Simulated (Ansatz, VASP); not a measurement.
# Two plane-wave programs on SiC3

INCAR

```
SYSTEM = SiC3
PREC = Accurate
ENCUT = 600
EDIFF = 1E-6
ISMEAR = 0
SIGMA = 0.1
LREAL = .False.
LASPH = .True.
NELM = 100
ALGO = Normal
ISIF = 3
LWAVE = .False.
LCHARG = .False.
GGA = PE
IBRION = 2
NSW = 90
EDIFFG = -0.04
```

KPOINTS

```
regular mesh
0
Gamma
  4 4 4
  0 0 0
```

File POSCAR:

```
SiC3
1.0
    3.7713073200      0.0000000000      0.0000000000
    0.0000000000      3.7713073200      0.0000000000
    0.0000000000      0.0000000000      3.7713073200
Si C
1 3
Direct
    0.0000000000      0.0000000000      0.0000000000
    0.5000000000      0.0000000000      0.5000000000
    0.0000000000      0.5000000000      0.5000000000
    0.5000000000      0.5000000000      0.0000000000
```

Input for Ansatz:

```yaml
crystal:
  lattice:
    - [3.77130732, 0.0, 0.0]
    - [0.0, 3.77130732, 0.0]
    - [0.0, 0.0, 3.77130732]
  atoms:
    - { symbol: Si, position: [0.0, 0.0, 0.0] }
    - { symbol: C, position: [0.5, 0.0, 0.5] }
    - { symbol: C, position: [0.0, 0.5, 0.5] }
    - { symbol: C, position: [0.5, 0.5, 0.0] }
basis:
  ecutwfc: 420
kpoints:
  mp_grid: { grid: [4, 4, 4] }
hamiltonian:
  xc: pbe
scf:
  occupations: { method: gaussian, width: 0.1 }
  lower_state_search: "off"
output:
  forces: true
  stress: true
  eigenvalues: true
relax:
  adjacent_minimum: "off"
  f_tol: 0.04
  max_steps: 70
  cell: { stress_tol: 0.4 }
```

Alike in both runs: task relaxation of cell and atoms; functional PBE; k mesh 4 × 4 × 4; occupations gaussian, width 0.1 eV; no spin polarisation.

```csv
,VASP,Ansatz
version,VASP 6.6.1,Ansatz 0.2.0
potentials or method,"VASP PAW PBE potentials, release 64 (Si, C)","scalar-relativistic, plane waves, PAW"
plane-wave cutoff (eV),600,420
valence electrons in the cell,16,16
```

Ansatz gave:

```
gap on the k mesh at the Fermi level, each at its own relaxed structure (eV) : none
relaxed volume (Å³/atom)                                                     : 8.08
relaxed cell length with the largest relative difference (Å)                 : 3.185
energy change over the relaxation (meV/atom)                                 : -712
```

Which values does VASP return?

gap on the k mesh at the Fermi level, each at its own relaxed structure (eV): none; relaxed volume (Å³/atom): 8.12; relaxed cell length with the largest relative difference (Å): 3.190; energy change over the relaxation (meV/atom): -713.

A gap of «none» marks a metal or a gap that the smearing closes.

Caveats: the k mesh is coarse (spacing up to 0.42 Å⁻¹), so the values aren't converged; the volume moved by over 15 % at a fixed basis, so the end points are rough (VASP).
